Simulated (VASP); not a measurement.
Wanted: the native input for a VASP 6.6.1 run.

| Property | Result |
| --- | --- |
| Task | single point |
| Functional | PBE |
| Potentials or basis | VASP PAW PBE potentials, release 64 (Pb_d_GW, Te_GW) |
| Cutoff | 450 eV |
| k mesh | 4 × 4 × 4 |
| Occupations | gaussian, width 0.02 eV |
| Spin | no spin polarisation |
| Further INCAR settings | ALGO = Normal; EDIFF = 1e-06 |

The structure of TePb lies in POSCAR:

```
TePb
1.0
    0.0000000000      3.2310000000      3.2310000000
    3.2310000000      0.0000000000      3.2310000000
    3.2310000000      3.2310000000      0.0000000000
Pb Te
1 1
Direct
    0.0000000000      0.0000000000      0.0000000000
    0.5000000000      0.5000000000      0.5000000000
```

The input as run:

INCAR

```
SYSTEM = TePb
ALGO     = Normal         ! electronic algorithm
EDIFF    = 1E-6           ! SCF threshold, eV
ENCUT    = 450            ! plane-wave cutoff, eV
GGA      = PE             ! functional
ISIF     = 2              ! what is computed and relaxed
ISMEAR   = 0              ! smearing method
LASPH    = .True.         ! aspherical terms in the spheres
LCHARG   = .False.        ! write CHGCAR
LREAL    = .False.        ! projectors in reciprocal space
LWAVE    = .False.        ! write WAVECAR
NELM     = 80             ! most SCF steps
PREC     = Accurate       ! precision mode
SIGMA    = 0.02           ! smearing width, eV
```

KPOINTS

```
k-points
0
Gamma
  4 4 4
  0 0 0
```

Potentials or basis: VASP PAW PBE potentials, release 64 (Pb_d_GW, Te_GW).

The run is started by

```console
$ cat potpaw_PBE.64/Pb_d_GW/POTCAR potpaw_PBE.64/Te_GW/POTCAR > POTCAR
$ mpirun -np 1 vasp_std > vasp.out
```

Results of the run:

- Pressure: 2.0 GPa
- Band gap on the k mesh: 0.73 eV, direct

Caveat: the k mesh is coarse (spacing up to 0.42 Å⁻¹), so the values aren't converged; spin-orbit coupling is left out, which as a rule narrows the gap of such compounds by several tenths of an eV.

It took 5.8 s on 1 thread of Intel(R) Xeon(R) 6975P-C (Granite Rapids), with other jobs on the host, peak memory 0.18 GiB.
